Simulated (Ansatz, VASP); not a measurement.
# Two plane-wave programs on LiH

File POSCAR:

```
LiH
1.0
    2.5016587112      0.0000000000      0.0000000000
    0.0000000000      2.5016587112      0.0000000000
    0.0000000000      0.0000000000      2.5016587112
Li H
1 1
Direct
    0.0000000000      0.0000000000      0.0000000000
    0.5000000000      0.5000000000      0.5000000000
```

INCAR.step1

```
  PREC = Accurate
  ENCUT = 520
  EDIFF = 1E-5
  ISMEAR = 0
  SIGMA = 0.01
  LREAL = F
  LASPH = T
  NELM = 60
  ALGO = Normal
  ISIF = 2
  LWAVE = T
  LCHARG = F
  NBANDS = 9
  GGA = PE
```

INCAR.step2

```
  PREC = Accurate
  ENCUT = 520
  EDIFF = 1E-7
  ISMEAR = 0
  SIGMA = 0.01
  LREAL = F
  LASPH = T
  NELM = 60
  ALGO = Normal
  ISIF = 2
  LWAVE = F
  LCHARG = F
  GGA = PE
  LHFCALC = T
  AEXX = 0.2
  PRECFOCK = Normal
  NBANDS = 9
  ISTART = 1
```

File KPOINTS:

```
regular mesh
0
Gamma
  4 4 4
```

Input for Ansatz:

```yaml
crystal:
  lattice:
    - [2.5016587112, 0.0, 0.0]
    - [0.0, 2.5016587112, 0.0]
    - [0.0, 0.0, 2.5016587112]
  atoms:
    - { symbol: Li, position: [0.0, 0.0, 0.0] }
    - { symbol: H, position: [0.5, 0.5, 0.5] }
kpoints:
  mp_grid: { grid: [4, 4, 4] }
hamiltonian:
  xc: { exchange: pbe, correlation: pbe, exx: { coeff: 0.2 } }
scf:
  occupations: { method: fixed }
  n_extra_bands: 4
output:
  forces: true
  stress: true
  eigenvalues: true
```

Alike in both runs: task single point; functional PBE-based global hybrid; k mesh 4 × 4 × 4; no spin polarisation.

|  | VASP | Ansatz |
| --- | --- | --- |
| version | VASP 6.6.1 | Ansatz 0.2.0 |
| potentials or method | VASP PAW PBE potentials, release 64 (Li_sv, H) | plane waves |
| plane-wave cutoff (eV) | 520 | 420 |
| occupations | gaussian, width 0.01 eV | fixed |
| valence electrons in the cell | 4 | 4 |

Ansatz gave:

| Item | Value |
| --- | --- |
| gap on the k mesh at the Fermi level (eV) | 1.86 |

What did VASP give for the same quantities?

gap on the k mesh at the Fermi level (eV): 1.93.

Ansatz warned: «stress_exchange_threshold_loose».

Caveats: the k mesh is coarse (spacing up to 0.63 Å⁻¹), so the values aren't converged. A k mesh can miss the band edges.
